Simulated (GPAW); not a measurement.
# Quasiparticle gap of BeTe (honeycomb monolayer) in GPAW

Aim: the G0W0 gap of BeTe (honeycomb monolayer) on PBE, step by step.

Main program and level: GPAW 26.7.0; PBE and many-body steps on it, plane waves.

Report form: inputs, costs, results and the conclusion, without the logs.

## (1) The system as given

The cell holds 2 atoms: 1 Be and 1 Te. Cell: a = 4.035 Å, b = 4.035 Å, c = 11.400 Å, α = 90.0°, β = 90.0°, γ = 120.0°. Vacuum lies along c.

The structure was relaxed with PBE. The runs that relaxed it are not among those shown.

## (2) Ground state

This step: GPAW 26.7.0; DFT, PBE, plane waves, PAW.

The ground-state density comes first.

Input file run.py:

```python
import json
import numpy as np
from gpaw.mpi import world
from ase import Atoms
from gpaw import GPAW, PW, FermiDirac

atoms = Atoms(['Be', 'Te'],
    cell=[[4.0348427373, 0.0000000000, 0.0000000000],
      [-2.0174213686, 3.4942763108, 0.0000000000],
      [0.0000000000, 0.0000000000, 11.4000000000]],
    scaled_positions=[[0.3333333333, 0.6666666667, 0.4974673415],
      [0.6666666667, 0.3333333333, 0.5025215115]],
    pbc=(True, True, False))
calc = GPAW(mode=PW(600),
    xc='PBE',
    kpts={'size': (9, 9, 1), 'gamma': True},
    occupations=FermiDirac(0.001),
    nbands=-7,
    convergence={'density': 1e-6, 'bands': -3},
    maxiter=100,
    txt='gs.txt')
atoms.calc = calc
res = {'energy': atoms.get_potential_energy()}
kpts = calc.get_ibz_k_points()
res['kpts'] = kpts
res['eigenvalues'] = [calc.get_eigenvalues(kpt=k) for k in range(len(kpts))]
res['n_electrons'] = calc.get_number_of_electrons()
calc.write('gs.gpw')

if world.rank == 0:
    with open('result.json', 'w') as f:
        json.dump(res, f, default=lambda x: x.tolist())
```

Launch:

```bash
mpirun -n 8 gpaw python run.py
```

It took 5.5 s on 8 MPI ranks of Arm Neoverse V2, shared host; peak memory 1.3 GiB.

Numbers from this step:

| Quantity | Value |
| --- | --- |
| total energy | -7.147 eV |
| gap | 3.059 eV |
| k of the valence top | 0.3333, 0.3333, 0 |
| k of the conduction bottom | 0.3333, 0.3333, 0 |
| least direct gap | 3.059 eV |

The gap is direct, at (0.333, 0.333, 0.000).

## (3) Bands along the symmetry lines

Levels along a band path, at the cheap level, show where the edges lie and whether the meshes to come will hold them.

Input file run.py:

```python
import json
import numpy as np
from gpaw.mpi import world
from gpaw import GPAW

path = [[0.000000, 0.000000, 0.000000],
    [0.062500, 0.000000, 0.000000],
    [0.125000, 0.000000, 0.000000],
    [0.187500, 0.000000, 0.000000],
    [0.250000, 0.000000, 0.000000],
    [0.312500, 0.000000, 0.000000],
    [0.375000, 0.000000, 0.000000],
    [0.437500, 0.000000, 0.000000],
    [0.500000, 0.000000, 0.000000],
    [0.479167, 0.041667, 0.000000],
    [0.458333, 0.083333, 0.000000],
    [0.437500, 0.125000, 0.000000],
    [0.416667, 0.166667, 0.000000],
    [0.395833, 0.208333, 0.000000],
    [0.375000, 0.250000, 0.000000],
    [0.354167, 0.291667, 0.000000],
    [0.333333, 0.333333, 0.000000],
    [0.291667, 0.291667, 0.000000],
    [0.250000, 0.250000, 0.000000],
    [0.208333, 0.208333, 0.000000],
    [0.166667, 0.166667, 0.000000],
    [0.125000, 0.125000, 0.000000],
    [0.083333, 0.083333, 0.000000],
    [0.041667, 0.041667, 0.000000],
    [0.000000, 0.000000, 0.000000]]
calc = GPAW('gs.gpw').fixed_density(kpts=path,
    symmetry='off',
    nbands=14,
    convergence={'bands': 10},
    txt='bands.txt')
res = {}
kpts = calc.get_ibz_k_points()
res['kpts'] = kpts
res['eigenvalues'] = [calc.get_eigenvalues(kpt=k) for k in range(len(kpts))]
res['n_electrons'] = calc.get_number_of_electrons()

if world.rank == 0:
    with open('result.json', 'w') as f:
        json.dump(res, f, default=lambda x: x.tolist())
```

Launch:

```bash
mpirun -n 8 gpaw python run.py
```

It took 6.4 s on 8 MPI ranks; peak memory 1.4 GiB; 46 s of CPU time.

Read from the output:

```
gap                        : 3.059 eV
k of the valence top       : 0.3333, 0.3333, 0
k of the conduction bottom : 0.3333, 0.3333, 0
least direct gap           : 3.059 eV
```

The gap is 3.059 eV, as in the run before at this level.

The electronic bands at the labelled points (eV, zero at the top of the highest filled band; v1 is the highest filled band, c1 the lowest empty one):

```
  point      v4     v3     v2     v1    c1    c2    c3    c4
      Γ  -10.79  -1.81  -0.46  -0.46  3.74  4.76  4.90  4.90
halfway  -10.40  -2.75  -1.25  -1.23  3.87  5.02  5.34  6.91
      M   -9.89  -4.38  -1.81  -0.29  3.13  3.46  7.25  7.70
halfway   -9.83  -4.21  -2.58  -0.17  3.13  4.80  7.04  7.42
      K   -9.75  -3.90  -3.38   0.00  3.06  6.34  6.80  7.65
halfway  -10.29  -2.99  -1.76  -1.05  4.69  4.92  5.52  5.73
      Γ  -10.79  -1.81  -0.46  -0.46  3.74  4.76  4.90  4.90
```

## (4) Empty states on the mesh, 9×9×1 mesh, 374 bands

The sums over transitions need many empty states on a uniform mesh; this step solves for them.

Input file run.py:

```python
import json
import numpy as np
from gpaw.mpi import world
from gpaw import GPAW

calc = GPAW('gs.gpw').fixed_density(kpts={'size': (9, 9, 1), 'gamma': True},
    nbands=436,
    convergence={'bands': 374},
    txt='nscf.txt')
calc.write('full.gpw', mode='all')
res = {}
kpts = calc.get_ibz_k_points()
res['kpts'] = kpts
res['eigenvalues'] = [calc.get_eigenvalues(kpt=k) for k in range(len(kpts))]
res['n_electrons'] = calc.get_number_of_electrons()

if world.rank == 0:
    with open('result.json', 'w') as f:
        json.dump(res, f, default=lambda x: x.tolist())
```

Launch:

```bash
mpirun -n 8 gpaw python run.py
```

Wall time 4.3 min (8 MPI ranks); peak memory 2.3 GiB; 31 min of CPU time.

Numbers from this step:

* gap: 3.059 eV
* k of the valence top: 0.3333, 0.3333, 0
* k of the conduction bottom: 0.3333, 0.3333, 0
* least direct gap: 3.059 eV
* k points computed: 12
* lowest point of the top converged band, above the valence top: 98.5458 eV

On this mesh the gap is 3.059 eV.

## (5) Screening and self-energy, 9×9×1 mesh, 169 bands, screening to 60 eV

Now the one-shot GW correction: screening in the RPA, then the self-energy of the levels asked for.

This step: G0W0 on PBE, plane waves, PAW.

Input file run.py:

```python
import json
import numpy as np
from gpaw.mpi import world
from gpaw.response.g0w0 import G0W0

gw = G0W0('full.gpw',
    filename='gw',
    kpts=[0, 6],
    bands=(2, 6),
    ecut=60,
    nbands=169,
    truncation='2D',
    integrate_gamma='sphere',
    q0_correction=True,
    frequencies={'type': 'nonlinear', 'domega0': 0.15, 'omega2': 15.0},
    eta=0.1,
    nblocksmax=True)
gw.calculate()
res = {mode: {k: v for k, v in r.items() if k != 'sigma_eskwn'}
       for mode, r in gw.all_results.items()}

if world.rank == 0:
    with open('result.json', 'w') as f:
        json.dump(res, f, default=lambda x: x.tolist())
```

Launch:

```bash
mpirun -n 8 gpaw python run.py
```

Run time: 2.5 min. Hardware: 8 MPI ranks; peak memory 2.8 GiB.

Numbers from this step:

```
G0W0 gap on the mesh                         : 4.883 eV
least direct G0W0 gap on the computed points : 4.883 eV
Z at the valence top                         : 0.7691
Z at the conduction bottom                   : 0.7729
starting gap on the mesh                     : 3.059 eV
k of the valence top                         : 0.3333, 0.3333, 0
k of the conduction bottom                   : 0.3333, 0.3333, 0
```

The gap on the mesh goes from 3.06 eV to 4.88 eV, a correction of +1.82 eV.

Limits: finite bands, cutoff and mesh; no spin-orbit coupling. v1 is the top filled band, c1 the lowest empty one. The levels before and after the correction (eV, zero at the valence-band top of each column):

```
           conduction bottom  valence top
Kohn-Sham               3.06         0.00
     G0W0               4.88         0.00
```

```
                        level  energy (eV)
Kohn-Sham  (0.333 0.333 0) v2       -3.381
Kohn-Sham  (0.333 0.333 0) v1        0.000
Kohn-Sham  (0.333 0.333 0) c1        3.059
Kohn-Sham  (0.333 0.333 0) c2        6.340
     G0W0  (0.333 0.333 0) v2       -3.445
     G0W0  (0.333 0.333 0) v1        0.000
     G0W0  (0.333 0.333 0) c1        4.883
     G0W0  (0.333 0.333 0) c2        7.962
```

## (6) Where the time went

Times are wall times on 8 MPI ranks of Arm Neoverse V2, shared host, good to a factor of about two.

```
                          step     time  share  memory (GiB)
                  ground state    5.5 s    1 %           1.3
bands along the symmetry lines    6.4 s    2 %           1.4
      empty states on the mesh  4.3 min   61 %           2.3
     screening and self-energy  2.5 min   36 %           2.8
```

## (7) Summary of results

```yaml
pbe_gap: 3.06 eV, direct
g0w0_gap_on_the_mesh: 4.88 eV
gw_settings: 9×9×1 mesh, 169 bands, screening to 60 eV, full frequency, Hilbert transform
known_limits: short of the basis limit; no spin-orbit coupling
```

In words: G0W0 moves the gap on the mesh from 3.06 eV to 4.88 eV (+1.82 eV), with Z of 0.77 and 0.77 at the edges. The dearest step here is «empty states on the mesh». Bands and cutoff are finite, so the gap stands short of the basis limit, usually by up to a few tenths of an eV; the mesh is an error of its own. In this program the long-wavelength screening can come out low in d oxides and layered crystals. The many-body steps are scalar-relativistic: spin-orbit coupling is not in them.

[Long decimals in the printed logs are rounded to 6 places.]

[Logs are printed without paths, hosts, clocks, repeated set-up lines and the standing remarks that a program may print on its own settings, such as how far it seeks lower states.]

[Paths, hosts, dates, memory and timing lines, banners, echoed tables and standing remarks are left out of the program output; an Ansatz launch command may be rebuilt from the run's recorded settings. Measured values are a selection of at most five: reports struck by readers or far from the other reports are left out. None is set beside runs whose start may be inverted or whose files or cutoffs have a known fault.]

[Runs of the session that timed out or met a known fault of the program may be left out.]

[Hosts, paths, dates, database ids (printed as entryN), source tags and the programs' standing remarks are cut or masked in the printed files.]

[Where the starting crystal was built by hand or by swapping elements, it need not be the compound's stable phase.]
